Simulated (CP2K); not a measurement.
Runs of CP2K 2026.2 on TiO2. It takes space group P4_2/mnm (No. 136, tetragonal). Conventional cell: a = 4.600 Å, b = 4.600 Å, c = 2.959 Å, α = 90.00°, β = 90.00°, γ = 90.00°. Ti (site symmetry mmm) is surrounded by 6 O at 1.95 to 1.98 Å. O (site symmetry m2m) is surrounded by 3 Ti at 1.95 to 1.98 Å. The cell is a database's computed one.

| task | level | potentials or basis | cell | k mesh | smearing | EXTRAPOLATION | optimiser | most steps | force threshold (eV/A) | PRESSURE_TOLERANCE (bar) | gap on the mesh (eV) | pressure (GPa) | relaxed volume (Å³/atom) | largest force (eV/Å) |
| --- | --- | --- | --- | --- | --- | --- | --- | --- | --- | --- | --- | --- | --- | --- |
| relaxation of cell and atoms | LDA | GTH_POTENTIALS Ti GTH-PADE-q12, O GTH-PADE-q6; TZVP-MOLOPT-PBE-GTH basis | relaxed | 5 × 5 × 7 | fermi-dirac 0.05 eV | USE_PREV_P | CG | 40 | 0.03 eV/Å | 500 bar | 1.82 | 0.0 | 10.07 | - |
| relaxation of cell and atoms | PBE | POTENTIAL_UZH Ti GTH-PBE-q12, O GTH-PBE-q6; TZVP-MOLOPT-PBE-GTH basis | relaxed | 5 × 5 × 7 | fermi-dirac 0.05 eV | USE_PREV_P | LBFGS | 40 | 0.05 eV/Å | 500 bar | (d) | 0.0 | 10.70 | 0.02 |
| band structure | PBE | POTENTIAL_UZH Ti GTH-PBE-q12, O GTH-PBE-q6; TZVP-MOLOPT-PBE-GTH basis | as given | 6 × 6 × 9 | fermi-dirac 0.0259 eV | - | - | - | - | - | 1.80 | 5.2 | - | (b) |
| band structure | r2SCAN | POTENTIAL_UZH Ti GTH-SCAN-q12, O GTH-SCAN-q6; TZVP-MOLOPT-SCAN-GTH basis | as given | 6 × 6 × 9 | fermi-dirac 0.0259 eV | - | - | - | - | - | (c) | 0.3 | - | 0.16 |
| band structure | PBEsol | POTENTIAL_UZH Ti GTH-PBE-q12, O GTH-PBE-q6; TZVP-MOLOPT-PBE-GTH basis | as given | 6 × 6 × 9 | fermi-dirac 0.05 eV | - | - | - | - | - | 1.77 | (a) | - | 0.11 |

Alike in all rows: no spin polarisation.

**Question.** Fill in the values left out.

**Answer.** (a) -1.1; (b) 0.06; (c) 2.14; (d) 1.79.

Caveats: the basis of atomic orbitals isn't converged, which shifts pressures, moduli and gaps; the printed path begins after the first move (some runs); an odd mesh through Γ misses points on the zone boundary, where band edges often lie (some runs); the potentials were made for another functional, which shifts forces and pressure (some runs).

Not every run made on this cell is shown here.
